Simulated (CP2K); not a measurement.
A run of CP2K 2026.2 is set up as follows.

The input sn_bands.inp:

```
&GLOBAL
  PROJECT sn_bands
  RUN_TYPE ENERGY_FORCE
  PRINT_LEVEL LOW
&END GLOBAL
&FORCE_EVAL
  METHOD QS
  STRESS_TENSOR ANALYTICAL
  &DFT
    BASIS_SET_FILE_NAME BASIS_MOLOPT_UZH
    POTENTIAL_FILE_NAME POTENTIAL_UZH
    &MGRID
      CUTOFF 675
      REL_CUTOFF 60
      NGRIDS 5
    &END MGRID
    &QS
      METHOD GPW
      EPS_DEFAULT 1.0E-9
    &END QS
    &KPOINTS
      SCHEME MONKHORST-PACK 7 7 7
      GAMMA_CENTERED T
      SYMMETRY T
      SYMMETRY_BACKEND SPGLIB
    &END KPOINTS
    &SCF
      SCF_GUESS ATOMIC
      EPS_SCF 1.0E-6
      MAX_SCF 100
      ADDED_MOS 10
      CHOLESKY OFF
      EPS_EIGVAL 1.0E-7
      &DIAGONALIZATION ON
        ALGORITHM STANDARD
      &END DIAGONALIZATION
      &MIXING ON
        METHOD BROYDEN_MIXING
        ALPHA 0.4
        BETA 1.5
        NBUFFER 8
      &END MIXING
      &SMEAR ON
        METHOD FERMI_DIRAC
        ELECTRONIC_TEMPERATURE 580.23
      &END SMEAR
    &END SCF
    &XC
      &XC_FUNCTIONAL
        &GGA_X_B86_R
        &END GGA_X_B86_R
        &LDA_C_PW
        &END LDA_C_PW
      &END XC_FUNCTIONAL
      &VDW_POTENTIAL
        POTENTIAL_TYPE NON_LOCAL
        &NON_LOCAL
          TYPE LMKLL
          KERNEL_FILE_NAME vdW_kernel_table.dat
          CUTOFF 300
        &END NON_LOCAL
      &END VDW_POTENTIAL
    &END XC
    &PRINT
      &KPOINTS ON
      &END KPOINTS
      &MULLIKEN ON
      &END MULLIKEN
      &MO ON
        ENERGIES T
        OCCUPATION_NUMBERS T
        &EACH
          QS_SCF 0
        &END EACH
        ADD_LAST NUMERIC
      &END MO
      &LOWDIN ON
      &END LOWDIN
      &HIRSHFELD ON
        SHAPE_FUNCTION DENSITY
      &END HIRSHFELD
      &BAND_STRUCTURE
        FILE_NAME bands.bs
        ADDED_MOS 2
        &KPOINT_SET
          UNITS B_VECTOR
          NPOINTS 10
          SPECIAL_POINT GAMMA 0.00000000 0.00000000 0.00000000
          SPECIAL_POINT X 0.50000000 0.00000000 0.50000000
          SPECIAL_POINT W 0.50000000 0.25000000 0.75000000
          SPECIAL_POINT K 0.37500000 0.37500000 0.75000000
          SPECIAL_POINT GAMMA 0.00000000 0.00000000 0.00000000
          SPECIAL_POINT L 0.50000000 0.50000000 0.50000000
          SPECIAL_POINT U 0.62500000 0.25000000 0.62500000
          SPECIAL_POINT W 0.50000000 0.25000000 0.75000000
          SPECIAL_POINT L 0.50000000 0.50000000 0.50000000
          SPECIAL_POINT K 0.37500000 0.37500000 0.75000000
        &END KPOINT_SET
        &KPOINT_SET
          UNITS B_VECTOR
          NPOINTS 10
          SPECIAL_POINT U 0.62500000 0.25000000 0.62500000
          SPECIAL_POINT X 0.50000000 0.00000000 0.50000000
        &END KPOINT_SET
      &END BAND_STRUCTURE
    &END PRINT
  &END DFT
  &SUBSYS
    &CELL
      A 4.5726372396 0.0000000000 0.0000000000
      B 2.2863186198 3.9600200118 0.0000000000
      C 2.2863186198 1.3200066706 3.7335426719
      PERIODIC XYZ
    &END CELL
    &COORD
      SCALED
      Sn  0.7500000000 0.7500000000 0.7500000000
      Sn  0.5000000000 0.5000000000 0.5000000000
    &END COORD
    &KIND Sn
      BASIS_SET TZVP-MOLOPT-PBE-GTH-q4
      POTENTIAL GTH-PBE-q4
    &END KIND
    &PRINT
      &ATOMIC_COORDINATES ON
      &END ATOMIC_COORDINATES
      &CELL ON
      &END CELL
      &SYMMETRY ON
      &END SYMMETRY
    &END PRINT
  &END SUBSYS
  &PRINT
    &FORCES ON
    &END FORCES
    &STRESS_TENSOR ON
    &END STRESS_TENSOR
  &END PRINT
&END FORCE_EVAL
```

Potentials or basis: POTENTIAL_UZH Sn GTH-PBE-q4; TZVP-MOLOPT-PBE-GTH basis.

The run is started by

```sh
$ OMP_NUM_THREADS=1 cp2k.psmp -i sn_bands.inp -o sn_bands.out
```

**Question.** Estimate the pressure.

**Answer.** 4.1 GPa.

**Question.** Predict the band gap on the k mesh.

**Answer.** None (metal or under the smearing width).

Levels at the corners of the path, in eV from the Fermi level:
```
point  band 1  band 2  band 3  band 4  band 5  band 6  band 7  band 8  band 9
    Γ  -10.63   -0.47    0.07    0.07    0.07    2.24    2.24    2.24    5.87
    X   -7.53   -7.53   -2.47   -2.47    0.84    0.84    8.03    8.03   10.27
    W   -7.47   -7.47   -3.09   -3.09    3.67    3.67    4.33    4.33    9.53
    K   -7.94   -7.05   -3.42   -2.11    1.15    3.61    6.25    6.38    7.18
    Γ  -10.63   -0.47    0.07    0.07    0.07    2.24    2.24    2.24    5.87
    L   -9.00   -6.33   -1.12   -1.12    0.04    3.41    3.41    8.02    9.27
    U   -7.94   -7.05   -3.42   -2.11    1.15    3.61    6.25    6.38    7.18
    W   -7.47   -7.47   -3.09   -3.09    3.67    3.67    4.33    4.33    9.53
    L   -9.00   -6.33   -1.12   -1.12    0.04    3.41    3.41    8.02    9.27
    K   -7.94   -7.05   -3.42   -2.11    1.15    3.61    6.25    6.38    7.18
    U   -7.94   -7.05   -3.42   -2.11    1.15    3.61    6.25    6.38    7.18
    X   -7.53   -7.53   -2.47   -2.47    0.84    0.84    8.03    8.03   10.27
```

Caveat: the potentials were made for another functional, which shifts forces and pressure; spin-orbit coupling is left out, which moves the levels of the heavy elements; the basis of atomic orbitals isn't converged, which shifts pressures, moduli and gaps.
